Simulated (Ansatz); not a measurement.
Crystal: BAs.

```xyz
2
Lattice="0.0000 2.3885 2.3885 2.3885 0.0000 2.3885 2.3885 2.3885 0.0000" Properties=species:S:1:pos:R:3 pbc="T T T"
As    3.5827    3.5827    3.5827
B     0.0000    0.0000    0.0000
```

Program: Ansatz 0.2.0. Alike in all runs: potentials or basis Ansatz PAW; no spin polarisation; cell as given; cutoff (eV) 420.

Problem. Order these runs on this cell by their pressure, lowest first.
A. level HF; k mesh 5 × 5 × 5; smearing fermi-dirac 0.05 eV; points for each segment of the path 4; mesh quality coarse
B. level PBE; k mesh 10 × 10 × 10; smearing gaussian 0.026 eV; mesh quality not flagged
C. level HSE03; k mesh 5 × 5 × 5; smearing fermi-dirac 0.05 eV; points for each segment of the path 4; mesh quality coarse
D. level HSEsol; k mesh 5 × 5 × 5; smearing fermi-dirac 0.05 eV; points for each segment of the path 4; mesh quality coarse

Solution. D (-2.6 GPa), C (0.0 GPa), B (2.8 GPa), A (5.1 GPa).

Caveats: some runs use coarse meshes; the PAW data sets come from PBE, with cores solved anew for the run's functional, which leaves a small shift of forces and pressure (some runs); the thresholds are loose for stress (some runs).
